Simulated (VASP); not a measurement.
# Si (Fd-3m) in VASP: single point with PBEsol

Aim: the single point of Si with PBEsol.

All numbers are computed with VASP 6.6.1; they aren't measurements. Logs are shortened: lines on timing, memory, paths and dates and some standing lists are left out, and cuts for length are marked.

## (1) The structure

It takes space group Fd-3m (No. 227, cubic). The conventional cell has a = 5.435 Å, b = 5.435 Å, c = 5.435 Å, α = 90.00°, β = 90.00°, γ = 90.00°. Around Si (site symmetry -43m) lie 4 Si at 2.35 Å.

## (2) Single point, PBEsol, non-collinear spin, zero start, spin-orbit coupling

INCAR

```
SYSTEM = Si
PREC = Accurate
ENCUT = 520
EDIFF = 1E-6
ISMEAR = 0
SIGMA = 0.02
LREAL = .False.
LASPH = .True.
NELM = 100
ALGO = Normal
ISIF = 2
LWAVE = .False.
LCHARG = .False.
MAGMOM = 0 0 0 0 0 0
LORBIT = 11
LSORBIT = .True.
GGA_COMPAT = .False.
GGA = PS
```

KPOINTS

```
regular mesh
0
Gamma
  14 14 14
  0 0 0
```

POSCAR

```
Si
1.0
    0.0000000000      2.7176300000      2.7176300000
    2.7176300000      0.0000000000      2.7176300000
    2.7176300000      2.7176300000      0.0000000000
Si
2
Direct
    0.5000000000      0.5000000000      0.5000000000
    0.7500000000      0.7500000000      0.7500000000
```

Potentials or basis: VASP PAW PBE potentials, release 64 (Si).

Launch:

```
cat potpaw_PBE.64/Si/POTCAR > POTCAR
mpirun -np 1 vasp_ncl > vasp.out
```

OUTCAR:

```text
SYSTEM = Si
   PREC = Accurate
   ENCUT = 520
   EDIFF = 1E-6
   ISMEAR = 0
   LREAL = .False.
   LASPH = .True.
   NELM = 100
   ISIF = 2
   LORBIT = 11
   LSORBIT = .True.
   GGA = PS

 ion  position               nearest neighbor table
   1  0.500  0.500  0.500-   2 2.35   2 2.35   2 2.35   2 2.35
   2  0.750  0.750  0.750-   1 2.35   1 2.35   1 2.35   1 2.35

  LATTYP: Found a face centered cubic cell.
 ALAT       =     5.4352600000

  Lattice vectors:

 A1 = (   0.0000000000,   2.7176300000,   2.7176300000)
 A2 = (   2.7176300000,   0.0000000000,   2.7176300000)
 A3 = (   2.7176300000,   2.7176300000,   0.0000000000)

Analysis of symmetry for initial positions (statically):
=====================================================================
 Subroutine PRICEL returns:
 Original cell was already a primitive cell.

 Routine SETGRP: Setting up the symmetry group for a
 face centered cubic supercell.

 Subroutine GETGRP returns: Found 48 space group operations
 (whereof 24 operations were pure point group operations)
 out of a pool of 48 trial point group operations.

The static configuration has the point symmetry T_d .
 The point group associated with its full space group is O_h .

Analysis of symmetry for dynamics (positions and initial velocities):
=====================================================================
 Subroutine PRICEL returns:
 Original cell was already a primitive cell.

 Routine SETGRP: Setting up the symmetry group for a
 face centered cubic supercell.

 Subroutine GETGRP returns: Found 48 space group operations
 (whereof 24 operations were pure point group operations)
 out of a pool of 48 trial point group operations.

The dynamic configuration has the point symmetry T_d .
 The point group associated with its full space group is O_h .

Analysis of structural, dynamic, and magnetic symmetry:
=====================================================================
 Subroutine PRICEL returns:
 Original cell was already a primitive cell.

 Routine SETGRP: Setting up the symmetry group for a
[... 630 lines left out ...]
  -------------------------------------------------------------------------------------
  Total        0.0057511      0.0057511      0.0057511     -0.0000000      0.0000000      0.0000000
  in kB        0.2295416      0.2295416      0.2295416     -0.0000000      0.0000000      0.0000000
  external PRESSURE =       0.2295416 kB  Pullay stress =       0.0000000 kB

 VOLUME and BASIS-vectors are now :
 -----------------------------------------------------------------------------
  energy-cutoff  :      520.00
  volume of cell :       40.14
      direct lattice vectors                 reciprocal lattice vectors
     0.000000000  2.717630000  2.717630000    -0.183983839  0.183983839  0.183983839
     2.717630000  0.000000000  2.717630000     0.183983839 -0.183983839  0.183983839
     2.717630000  2.717630000  0.000000000     0.183983839  0.183983839 -0.183983839

 POSITION                                       TOTAL-FORCE (eV/Angst)
 -----------------------------------------------------------------------------------
      2.71763      2.71763      2.71763        -0.000000     -0.000000      0.000000
      4.07645      4.07645      4.07645         0.000000      0.000000     -0.000000
 -----------------------------------------------------------------------------------
    total drift:                                0.000000      0.000000      0.000000

  FREE ENERGIE OF THE ION-ELECTRON SYSTEM (eV)
  ---------------------------------------------------
  free  energy   TOTEN  =       -11.4937169164 eV

  energy  without entropy=      -11.4937169164  energy(sigma->0) =      -11.49371692

 Spin-Orbit-Coupling matrix elements

 Ion:    1  E_soc:     -0.0003245
 l=   1
     0.0000000    -0.0000541    -0.0000541
    -0.0000541     0.0000000    -0.0000541
    -0.0000541    -0.0000541     0.0000000
 l=   2
     0.0000000     0.0000000     0.0000000     0.0000000     0.0000000
     0.0000000     0.0000000     0.0000000     0.0000000     0.0000000
     0.0000000     0.0000000     0.0000000     0.0000000     0.0000000
     0.0000000     0.0000000     0.0000000     0.0000000     0.0000000
     0.0000000     0.0000000     0.0000000     0.0000000     0.0000000
 l=   3
     0.0000000     0.0000000     0.0000000     0.0000000     0.0000000     0.0000000     0.0000000
     0.0000000     0.0000000     0.0000000     0.0000000     0.0000000     0.0000000     0.0000000
     0.0000000     0.0000000     0.0000000     0.0000000     0.0000000     0.0000000     0.0000000
     0.0000000     0.0000000     0.0000000     0.0000000     0.0000000     0.0000000     0.0000000
     0.0000000     0.0000000     0.0000000     0.0000000     0.0000000     0.0000000     0.0000000
     0.0000000     0.0000000     0.0000000     0.0000000     0.0000000     0.0000000     0.0000000
     0.0000000     0.0000000     0.0000000     0.0000000     0.0000000     0.0000000     0.0000000

 Ion:    2  E_soc:     -0.0003245
 l=   1
     0.0000000    -0.0000541    -0.0000541
    -0.0000541     0.0000000    -0.0000541
    -0.0000541    -0.0000541     0.0000000
 l=   2
     0.0000000     0.0000000     0.0000000     0.0000000     0.0000000
     0.0000000     0.0000000     0.0000000     0.0000000     0.0000000
     0.0000000     0.0000000     0.0000000     0.0000000     0.0000000
     0.0000000     0.0000000     0.0000000     0.0000000     0.0000000
     0.0000000     0.0000000     0.0000000     0.0000000     0.0000000
 l=   3
     0.0000000     0.0000000     0.0000000     0.0000000     0.0000000     0.0000000     0.0000000
     0.0000000     0.0000000     0.0000000     0.0000000     0.0000000     0.0000000     0.0000000
     0.0000000     0.0000000     0.0000000     0.0000000     0.0000000     0.0000000     0.0000000
     0.0000000     0.0000000     0.0000000     0.0000000     0.0000000     0.0000000     0.0000000
     0.0000000     0.0000000     0.0000000     0.0000000     0.0000000     0.0000000     0.0000000
     0.0000000     0.0000000     0.0000000     0.0000000     0.0000000     0.0000000     0.0000000
     0.0000000     0.0000000     0.0000000     0.0000000     0.0000000     0.0000000     0.0000000

 total charge

# of ion       s       p       d       tot
------------------------------------------
    1        0.752   0.937   0.000   1.689
    2        0.752   0.937   0.000   1.689
--------------------------------------------------
tot          1.505   1.874   0.000   3.378

 magnetization (x)

# of ion       s       p       d       tot
------------------------------------------
    1        0.000   0.000   0.000   0.000
    2       -0.000   0.000   0.000   0.000
--------------------------------------------------
tot         -0.000   0.000   0.000   0.000

 magnetization (y)

# of ion       s       p       d       tot
------------------------------------------
    1        0.000  -0.000   0.000  -0.000
    2        0.000  -0.000   0.000  -0.000
--------------------------------------------------
tot          0.000  -0.000   0.000  -0.000

 magnetization (z)

# of ion       s       p       d       tot
------------------------------------------
    1        0.000  -0.000   0.000   0.000
    2        0.000   0.000   0.000   0.000
--------------------------------------------------
tot          0.000   0.000   0.000   0.000
```

OSZICAR:

```text
N       E                     dE             d eps       ncg     rms          rms(c)
DAV:   1     0.124374347348E+02    0.12437E+02   -0.29707E+03  3328   0.818E+02
DAV:   2    -0.107257873617E+02   -0.23163E+02   -0.21082E+02  4688   0.122E+02
DAV:   3    -0.117039179344E+02   -0.97813E+00   -0.96998E+00  4424   0.228E+01
DAV:   4    -0.117151417753E+02   -0.11224E-01   -0.11222E-01  4088   0.315E+00
DAV:   5    -0.117153284238E+02   -0.18665E-03   -0.18664E-03  4352   0.381E-01    0.496E+00
DAV:   6    -0.115625481092E+02    0.15278E+00   -0.56795E-02  3776   0.158E+00    0.297E+00
DAV:   7    -0.114928719878E+02    0.69676E-01   -0.10858E-01  3720   0.224E+00    0.200E-01
DAV:   8    -0.114935660881E+02   -0.69410E-03   -0.74436E-03  3968   0.627E-01    0.152E-01
DAV:   9    -0.114936774863E+02   -0.11140E-03   -0.17763E-04  4232   0.109E-01    0.695E-02
DAV:  10    -0.114937134043E+02   -0.35918E-04   -0.39074E-05  3984   0.453E-02    0.220E-02
DAV:  11    -0.114937169823E+02   -0.35781E-05   -0.14054E-05  3712   0.257E-02    0.582E-03
DAV:  12    -0.114937169164E+02    0.65961E-07   -0.22615E-07  2992   0.422E-03
   1 F= -.11493717E+02 E0= -.11493717E+02  d E =-.851686E-30  mag=     0.0000     0.0000    -0.0000
```

stdout:

```text
POSCAR found type information on POSCAR Si
 POSCAR found :  1 types and       2 ions
 scaLAPACK will be used
 -----------------------------------------------------------------------------
|                                                                             |
|                                                                             |
|     You enforced a specific xc type in the INCAR file but a different       |
|     I HOPE YOU KNOW WHAT YOU ARE DOING!                                     |
|                                                                             |
 -----------------------------------------------------------------------------

 LDA part: xc-table for (Slater+PW92), standard interpolation
 POSCAR, INCAR and KPOINTS ok, starting setup
 FFT: planning ... GRIDC
 FFT: planning ... GRID_SOFT
 FFT: planning ... GRID
 WAVECAR not read
 entering main loop
```

It took 2.6 min on 1 thread of Intel Xeon Platinum 8488C (Sapphire Rapids), shared host; peak memory 0.31 GiB.

What came out:

```yaml
Free_energy: -11.4937 eV
Pressure: 0.0 GPa
Net_moment: 0.00 μB per cell
Valence_electrons_inside_the_program's_atomic_spheres: Si 1.69
```

Moments on the atoms (μB; x, y, z):
```
Si  0.00 0.00 0.00
Si  0.00 0.00 0.00
```

Caveat: the PAW data sets were made with another functional, which shifts forces and pressure a little.
